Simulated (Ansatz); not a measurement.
What does this script print? It uses Ansatz's Python interface.

`pbs.xyz`
```text
2
Lattice="2.11266171 1.2197458 3.45191625 -2.11266171 1.2197458 3.45191625 0.0 -2.43949161 3.45191625" Properties=species:S:1:pos:R:3 pbc="T T T"
Pb    0.00000000   -0.00000000   10.15449286
S     0.00000000   -0.00000000    4.91934881
```

`pbs_mass.py`
```python
"""Effective masses of PbS by finite differences."""

import warnings

import ansatz as az
import numpy as np


def main() -> None:
    warnings.simplefilter("ignore", az.DeckWarning)

    pbs = az.Crystal.from_extxyz("pbs.xyz")

    base = pbs.calculation()
    base = base.pseudopotentials("paw")
    base = base.basis(450)
    base = base.functional(az.Functional.PBESOL).kpoints(mesh=(6, 6, 6))
    base = base.occupations("fixed")
    # find the band extrema among the mesh points first
    out = base.band_table().run()
    report = out.report
    levels = np.array(report["eigenvalues_ev"])
    filled = round(report["n_electrons"] / 2)
    edges = {"top filled band": (filled - 1, levels[:, filled - 1].argmax()), "lowest empty band": (filled, levels[:, filled].argmin())}
    gap = levels[:, filled].min() - levels[:, filled - 1].max()
    print(f"gap on the mesh {gap:.3f} eV")
    if gap <= 0.05:
        print("no gap: band-edge masses have no meaning here")
        edges = {}
    reciprocal = 2 * np.pi * np.linalg.inv(out.lattice.cell_ang).T
    step = 0.01  # 1/A

    # m/m_e = (hbar^2/m_e) / (d2E/dk2), with hbar^2/m_e = 7.61996 eV A^2
    pairs = [(0, 1), (0, 2), (1, 2)]
    moves = [sign * axis for axis in np.eye(3) for sign in (-1, 1)]
    moves += [s1 * np.eye(3)[i] + s2 * np.eye(3)[j] for i, j in pairs for s1 in (1, -1) for s2 in (1, -1)]
    for name, (band, index) in edges.items():
        together = int(np.sum(np.abs(levels[index] - levels[index, band]) < 2e-3))
        print(name, "at k =", np.round(report["kpoints_frac"][index], 4), f"E = {levels[index, band]:.4f} eV, degeneracy {together}")
        centre = np.array(report["kpoints_frac"][index]) @ reciprocal
        points = [centre] + [centre + step * move for move in moves]
        table = base.band_structure(points, intervals=1, cartesian=True).run().band_structure().channels[0].eigenvalues_ev
        if together > 1:
            level = np.flatnonzero(np.abs(levels[index] - levels[index, band]) < 2e-3)
            along = (table[1, level] + table[2, level] - 2 * table[0, level]) / step ** 2
            print("  degenerate level, no single mass tensor; masses of its branches along x:", np.round(7.61996 / along, 3), "m_e")
            continue
        e = table[:, band]
        hessian = np.diag((e[1:7:2] + e[2:7:2] - 2 * e[0]) / step ** 2)
        for (i, j), (pp, pm, mp, mm) in zip(pairs, e[7:].reshape(3, 4)):
            hessian[i, j] = hessian[j, i] = (pp - pm - mp + mm) / (4 * step ** 2)
        curvatures, axes = np.linalg.eigh(hessian)
        slope = (e[2:7:2] - e[1:7:2]) / (2 * step)
        print("  slope (eV A):", np.round(slope, 3) + 0.0, "" if np.abs(slope).max() < 0.05 else "- no extremum here, so these are local curvatures and no band-edge masses")
        for curvature, axis in zip(curvatures, axes.T):
            print(f"  principal mass {7.61996 / curvature:8.3f} m_e along", np.round(axis, 2) + 0.0)


if __name__ == "__main__":
    main()
```

```console
$ python pbs_mass.py
gap on the mesh 0.350 eV
top filled band at k = [ 0.   0.  -0.5] E = 7.9277 eV, degeneracy 1
  slope (eV A): [0. 0. 0.]
  principal mass   -0.126 m_e along [ 0.   -0.16 -0.99]
  principal mass   -0.128 m_e along [-1.  0.  0.]
  principal mass   -0.137 m_e along [ 0.   -0.99  0.16]
lowest empty band at k = [ 0.   0.  -0.5] E = 8.2778 eV, degeneracy 1
  slope (eV A): [0. 0. 0.]
  principal mass    0.159 m_e along [1. 0. 0.]
  principal mass    0.158 m_e along [ 0.   -0.39 -0.92]
  principal mass    0.119 m_e along [ 0.    0.92 -0.39]
```

What to keep in mind:
- Spin-orbit coupling, left out here, can change this gap by several tenths of an eV, and inverted bands can meet off the mesh.
- The computed bands are complete only to about 5.2 eV above the Fermi level.
- This cell is a computed structure, which may not be the phase found in nature.
- Gaps and levels are Kohn-Sham values on a finite set of k-points, without spin-orbit coupling.
- The masses are finite-difference curvatures at extrema found on a coarse mesh, which needn't be the true band edges; a step that is long against the gap makes them too heavy. At a valence maximum the curvature is negative (the hole mass is its size); mixed signs mark a saddle. Spin-orbit coupling is left out, and light masses scale with the Kohn-Sham gap.
- The whole script took 8 s on 1 thread of Arm Neoverse V2, on a shared host, peak memory 0.4 GiB.
